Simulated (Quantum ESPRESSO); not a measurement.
WC (Qusongite):

```
W C
1.0
     2.90650    0.00000    0.00000
    -1.45325    2.51710    0.00000
     0.00000    0.00000    2.83660
W C
1 1
Direct
  0.00000 0.00000 0.00000
  0.66667 0.33333 0.50000
```

Base run:

- Program: Quantum ESPRESSO 7.5
- Functional: PBEsol
- Potentials or basis: SSSP 1.3 efficiency PBE
- Cutoff: 748 eV
- Density cutoff: 5987 eV
- k mesh: 10 × 10 × 9
- Occupations: fermi-dirac, width 0.05 eV
- Spin: no spin polarisation
- Hubbard terms: W d U = 2 eV

Its results: band gap on the k mesh none (metal or under the smearing width); pressure -1.8 GPa.

The run is repeated on the same cell with these changes: hubbard terms from W d U = 2 eV to W d U = 4 eV. What comes out?

Band gap on the k mesh none (metal or under the smearing width); pressure -1.3 GPa.

Caveats: the potentials were made for another functional, which shifts forces and pressure; U without spin polarisation on a metal has little footing; the U is typed as a test and isn't derived for this compound.
